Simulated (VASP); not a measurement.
Here is the system:

```yaml
crystal:
  lattice:
    - [0.00000, 3.08378, 3.08378]
    - [3.08378, 0.00000, 3.08378]
    - [3.08378, 3.08378, 0.00000]
  atoms:
    - { symbol: Zn, position: [0.00000, 0.00000, 0.00000] }
    - { symbol: Te, position: [0.25000, 0.25000, 0.25000] }
```

These are optB88-vdW, VASP's PBE PAW potentials (set 64) (plane waves; VASP) values and carry that method's errors. Run with 520 eV cut-off, 8×8×8 Γ-centred mesh, tetrahedra with Blöchl corrections, potentials Zn Te.

Unless said otherwise, spin-orbit coupling is left out, though it shifts the bands of the heavy elements here.

Predict the energy per atom (σ→0), band gap (on the k-mesh) with the smallest direct gap where there is one.

- band gap (on the k-mesh): 0.98 eV
- smallest direct gap (on the k-mesh): 0.98 eV
- energy per atom (σ→0): -0.025 eV/atom

The compound is ZnTe in the zinc blende structure. It was relaxed first.
